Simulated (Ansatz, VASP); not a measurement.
BN: VASP beside Ansatz

```
B N
1.0
     0.00000    1.72148    1.72148
     1.72148    0.00000    1.72148
     1.72148    1.72148    0.00000
B N
1 1
Direct
  0.00000 0.00000 0.00000
  0.25000 0.25000 0.25000
```

Alike in both runs: functional PBE; k mesh 16 × 16 × 16; occupations fermi-dirac, width 0.05 eV; no spin polarisation.

Ansatz relaxed the structure, and its values are those at the end. VASP's run is a single point on that final structure, the one shown.

|  | VASP | Ansatz |
| --- | --- | --- |
| version | VASP 6.6.1 | Ansatz 0.2.0 |
| potentials or method | VASP PAW PBE potentials, release 64 (B, N), cutoff 520 eV | all-electron LAPW, scalar-relativistic |

Ansatz gave:

* gap on the k mesh at the Fermi level (eV): 4.61

**Question.** What did VASP give for the same quantities?

**Answer.** gap on the k mesh at the Fermi level (eV): 4.60.

Ansatz ran all-electron here, so the differences hold the error of VASP's frozen core and of both bases.

 A k mesh can miss the band edges.
